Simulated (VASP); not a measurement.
Here is a VASP 6.6.1 calculation.

INCAR

```
SYSTEM = Ir
PREC     = Accurate       ! precision mode
ENCUT    = 600            ! plane-wave cutoff, eV
EDIFF    = 1E-7           ! SCF threshold, eV
ISMEAR   = 0              ! smearing method
SIGMA    = 0.1            ! smearing width, eV
LREAL    = .False.        ! projectors in reciprocal space
LASPH    = .True.         ! aspherical terms in the spheres
NELM     = 100            ! most SCF steps
ALGO     = Normal         ! electronic algorithm
ISIF     = 3              ! what is computed and relaxed
LWAVE    = .False.        ! write WAVECAR
LCHARG   = .False.        ! write CHGCAR
GGA      = PE             ! functional
IVDW     = 12             ! dispersion correction
IBRION   = 2              ! ionic algorithm
NSW      = 90             ! ionic steps
EDIFFG   = -0.005         ! ionic threshold
```

The input KPOINTS:

```
regular mesh
0
Gamma
  20 20 20
  0 0 0
```

Contents of POSCAR:

```
Ir
1.0
   -1.5254903000      1.5254903000      1.5254903000
    1.5254903000     -1.5254903000      1.5254903000
    1.5254903000      1.5254903000     -1.5254903000
Ir
1
Direct
    0.0000000000      0.0000000000      0.0000000000
```

Potentials or basis: VASP PAW PBE potentials, release 64 (Ir).

The run is started by

```console
$ cat potpaw_PBE.64/Ir/POTCAR > POTCAR
$ mpirun -np 1 vasp_std > vasp.out
```

(1) Predict the band gap on the k mesh.

(2) Predict the space group after relaxing (to 0.05 Å).

(3) Estimate the relaxed cell.

(4) Predict the dispersion energy per atom.

Results:

(1) none (metal or under the smearing width).

(2) Im-3m (No. 229).

(3) a = 2.673 Å, b = 2.673 Å, c = 2.673 Å, α = 109.47°, β = 109.47°, γ = 109.47°.

(4) -0.705 eV.
